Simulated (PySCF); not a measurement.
**Mayer bond orders and bond lengths**

Compound: gamma-butyrolactone, C₄H₆O₂.
Numbering: `[O:1]=[C:2]1[CH2:3][CH2:4][CH2:5][O:6]1` (hydrogens: H7, H8 on C3; H9, H10 on C4; H11, H12 on C5)

Geometry (PBE0-D3(BJ)/def2-SVP, Å), atoms numbered from 1 in this order:
```
atom  x, y, z in Å
O1     2.223   -1.374    0.207
C2     1.176   -0.822    0.056
C3     0.850    0.653    0.214
C4    -0.665    0.661    0.331
C5    -1.034   -0.575   -0.486
O6     0.052   -1.475   -0.317
H7     1.202    1.168   -0.696
H8     1.399    1.080    1.063
H9    -0.966    0.523    1.381
H10   -1.146    1.576   -0.042
H11   -1.139   -0.338   -1.559
H12   -1.952   -1.077   -0.152
```

Bond orders from the PBE0/pcSseg-1 density (PySCF). Isolated species at its PBE0-D3(BJ)/def2-SVP geometry (one conformer only).

Where do the orders between heavy atoms depart from those drawn in the SMILES?

The largest departure is 0.118, at C5–O6 (drawn single, 0.882).

Give the Mayer order of every bond, beside its length.

```tsv
bond	drawn as	length (Å)	Mayer order
O1–C2	double	1.193	2.038
C2–C3	single	1.518	0.982
C3–C4	single	1.520	1.024
C4–C5	single	1.526	1.017
C5–O6	single	1.421	0.882
O6–C2	single	1.353	1.067
C3–H7	single	1.104	0.925
C3–H8	single	1.097	0.944
C4–H9	single	1.101	0.945
C4–H10	single	1.098	0.951
C5–H11	single	1.104	0.946
C5–H12	single	1.099	0.957
```

Bonds between the same two heavy elements. C–O: lowest C5–O6 (0.882, 1.421 Å), highest O1–C2 (2.038, 1.193 Å). C–C: lowest C2–C3 (0.982, 1.518 Å), highest C3–C4 (1.024, 1.520 Å); in 1 of the 3 pairs the longer bond (by over 0.003 Å) has the higher order (by 0.02 or more).

Sum the orders of all bonds at each heavy atom with more than one neighbour and set the sums beside the valence in the SMILES.

C2 4.087 (drawn 4), C3 3.875 (drawn 4), C4 3.937 (drawn 4), C5 3.802 (drawn 4), O6 1.949 (drawn 2). Orders between atoms that aren't bonded are not in these sums.

The Mayer order sums products of elements of PS (density times overlap matrix) between the two atoms' basis functions, so it depends on the basis set.
